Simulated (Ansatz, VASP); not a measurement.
## CoSi: VASP beside Ansatz

File INCAR:

```
SYSTEM = CoSi
  ALGO = Normal
  EDIFF = 1E-6
  ENCUT = 520
  GGA = PE
  ISIF = 2
  ISMEAR = -1
  LASPH = .TRUE.
  LCHARG = .FALSE.
  LREAL = .FALSE.
  LWAVE = .FALSE.
  NBANDS = 14
  NELM = 60
  PREC = Accurate
  SIGMA = 0.1
```

File KPOINTS:

```
k-points
0
G
  16 16 16
  0 0 0
```

File POSCAR:

```
CoSi
1.0
    0.0000000000      2.1651286978      2.1651286978
    2.1651286978      0.0000000000      2.1651286978
    2.1651286978      2.1651286978      0.0000000000
Co Si
1 1
Direct
    0.0000000000      0.0000000000      0.0000000000
    0.5000000000      0.5000000000      0.5000000000
```

Input for Ansatz:

```yaml
crystal:
  lattice:
    - [0.0, 2.1651286978, 2.1651286978]
    - [2.1651286978, 0.0, 2.1651286978]
    - [2.1651286978, 2.1651286978, 0.0]
  atoms:
    - { symbol: Co, position: [0.0, 0.0, 0.0] }
    - { symbol: Si, position: [0.5, 0.5, 0.5] }
kpoints:
  mp_grid: { grid: [16, 16, 16] }
scf:
  occupations: { method: fermi_dirac, width: 0.1 }
hamiltonian:
  xc: pbe
  pseudopotentials: { kind: all_electron, lapw: { basis_error: 0.001 } }
output:
  forces: true
  stress: true
  eigenvalues: true
  populations: true
```

Change from the starting cell: volume scaled by 0.8, LAPW.

Alike in both runs: task single point; functional PBE; k mesh 16 × 16 × 16; occupations fermi-dirac, width 0.1 eV; no spin polarisation.

|  | VASP | Ansatz |
| --- | --- | --- |
| version | VASP 6.6.1 | Ansatz 0.2.0 |
| potentials or method | VASP PAW PBE potentials, release 64 (Co, Si) | all-electron LAPW, scalar-relativistic |
| plane-wave cutoff (eV) | 520 | see its input |

```tsv
	VASP	Ansatz	Ansatz less VASP
pressure (GPa)	58.4	58.0	-0.36
```

Ansatz ran all-electron here, so the differences hold the error of VASP's frozen core and of both bases.

Caveats: so large a pressure means that the cell lies far from this level's equilibrium, or that cutoff or potentials fall short (VASP). Spin polarisation is off, so any magnetic state and its effect on volume and gap are missing.
